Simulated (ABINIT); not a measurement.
Here is an ABINIT 10.8.3 (patched build) calculation.

Contents of run.abi:

```
# Pseudopotentials
pp_dirpath "./"
pseudos "Sb.upf, Ga.upf"

# Structure
acell 4.3260792873 4.3260792873 4.3260792873 Angstrom
rprim
     0.0000000000     0.7071067812     0.7071067812
     0.7071067812     0.0000000000     0.7071067812
     0.7071067812     0.7071067812     0.0000000000
ntypat 2
znucl 51 31
natom 2
typat 1 2
xred
     0.7500000000     0.7500000000     0.7500000000
     0.0000000000     0.0000000000     0.0000000000

# Plane-wave basis
ecut 45.0

# k points
kptopt 1
ngkpt 6 6 6
nshiftk 1
shiftk 0.0 0.0 0.0

# Exchange and correlation
ixc 7

# Bands and occupations
nband 27
occopt 3
tsmear 0.00183747

# SCF cycle
nstep 100
tolvrs 1.0e-10

# Output
iomode 3
prtwf 0
prtden 0
prteig 0
prtebands 0
enunit 1
prtvol 2
```

Potentials or basis: PseudoDojo NC SR LDA v0.4 stringent.

Run with:

```bash
$ abinit run.abi > log 2>&1
```

**Question.** Estimate the band gap on the k mesh.

**Answer.** None (metal or under the smearing width).

**Question.** Estimate the pressure.

**Answer.** -18.6 GPa.

Caveat: so large a pressure means that the cell lies far from this level's equilibrium, or that cutoff or potentials fall short; this crystal is a semiconductor, whose small gap the functional closes, so the metal is an error of the method. Spin-orbit coupling is left out, which matters for the levels of Sb.

**Experimental background.**

From a printed reference work, data compilation, for a bulk crystal of GaSb at 4.2 K: band gap 0.811 eV (direct).

A measured gap of GaSb is 0.811 eV (direct; 4.2 K; a printed reference work, data compilation); the calculated 0.00 eV misses it by -0.81 eV. Spin-orbit coupling on Ga, Sb is left out. The value is that of LDA on a finite k mesh, which can miss the band edges, without temperature or zero-point motion. Semilocal functionals fall short of measured gaps as a rule.
